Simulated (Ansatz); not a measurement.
Crystal: Cs2AgBiBr6.

```
CELL_PARAMETERS angstrom
0.00000 5.61610 5.61610
5.61610 0.00000 5.61610
5.61610 5.61610 0.00000
ATOMIC_POSITIONS crystal
Bi 0.00000 0.00000 0.00000
Cs 0.75000 0.75000 0.75000
Cs 0.25000 0.25000 0.25000
Ag 0.50000 0.50000 0.50000
Br 0.74945 0.74945 0.25055
Br 0.25055 0.25055 0.74945
Br 0.74945 0.25055 0.25055
Br 0.74945 0.25055 0.74945
Br 0.25055 0.74945 0.74945
Br 0.25055 0.74945 0.25055
```

Base run:

- Program: Ansatz 0.2.0
- Functional: LDA
- Potentials or basis: Ansatz PAW
- Cutoff: 420 eV (not typed: the program's choice for these potentials)
- k mesh: 4 × 4 × 4
- Occupations: fermi-dirac, width 0.05 eV
- Spin: no spin polarisation
- Hubbard terms: Ag d U = 2 eV

Its results: band gap on the k mesh 1.27 eV, indirect (least direct gap 2.46 eV); pressure -1.4 GPa; largest force 0.272 eV/Å.

Question: After a change of settings the same cell gave: band gap on the k mesh 1.33 eV, indirect (least direct gap 2.49 eV); pressure -1.3 GPa; largest force 0.248 eV/Å. Which change was it?
A. hubbard terms from Ag d U = 2 eV to none; hubbard projectors from ortho-atomic (the default) to none
B. hubbard terms from Ag d U = 2 eV to Ag d U = 3 eV
C. hubbard terms from Ag d U = 2 eV to Ag d U = 8 eV

Answer: B.

Caveats: spin-orbit coupling is left out, which as a rule narrows the gap of such compounds by several tenths of an eV; the PAW data sets come from PBE, with cores solved anew for the run's functional, which leaves a small shift of forces and pressure.

Runs at the PBE level aren't shown here.
